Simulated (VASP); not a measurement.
**AlRu: relaxation of cell and atoms with PW91+D4**

Crystal: AlRu.

```xyz
2
Lattice="2.9916 0.0000 0.0000 0.0000 2.9916 0.0000 0.0000 0.0000 2.9916" Properties=species:S:1:pos:R:3 pbc="T T T"
Ru    1.4958    1.4958    1.4958
Al    0.0000    0.0000    0.0000
```

```
Program                : VASP 6.6.1
Task                   : relaxation of cell and atoms
Functional             : PW91
Dispersion             : D4
Potentials or basis    : VASP PAW PBE potentials, release 64 (Ru_pv, Al)
Cutoff                 : 600 eV
k mesh                 : 9 × 9 × 9
Occupations            : methfessel-paxton, width 0.1 eV
Spin                   : no spin polarisation
Further INCAR settings : ALGO = Normal; EDIFF = 1e-06; IBRION = 2; EDIFFG = -0.005; NSW = 40; ISIF = 3
```

| Item | Value |
| --- | --- |
| Relaxed volume | 13.30 Å³/atom |
| Relaxed cell | a = 2.985 Å, b = 2.985 Å, c = 2.985 Å, α = 90.00°, β = 90.00°, γ = 90.00° |
| Space group after relaxing (to 0.05 Å) | Pm-3m (No. 221) |
| Energy gained by relaxing | 0.4 meV/atom |
| Ionic steps | 3 |
| Pressure after relaxing | 0.0 GPa |
| Band gap on the k mesh | none (metal or under the smearing width) |
| Dispersion energy per atom | -0.385 eV |

The path:
```
step  energy change (eV)  largest force (eV/Å)  pressure (GPa)  volume (Å³)
   1              0.0000                0.0000           -1.35        26.77
   2              0.0010                0.0000            2.18        26.34
   3             -0.0008                0.0000            0.01        26.60
```

Final structure:
```xyz
2
Lattice="2.9852 0.0000 0.0000 0.0000 2.9852 0.0000 0.0000 0.0000 2.9852" Properties=species:S:1:pos:R:3 pbc="T T T"
Ru    1.4926    1.4926    1.4926
Al    0.0000    0.0000    0.0000
```

Levels at points of the mesh, in eV from the Fermi level:
```tsv
k point	band 7	band 8	band 9	band 10	band 11	band 12
(0.00, 0.00, 0.00)	0.24	0.24	0.24	6.20	6.20	6.20
```

Run time: 15 s on 1 thread of Intel(R) Xeon(R) Platinum 8488C (Sapphire Rapids) (shared host), peak memory 0.15 GiB.

Caveat: the PAW data sets were made with another functional, which shifts forces and pressure a little; pairwise dispersion overbinds metals, which lowers pressure and volume.
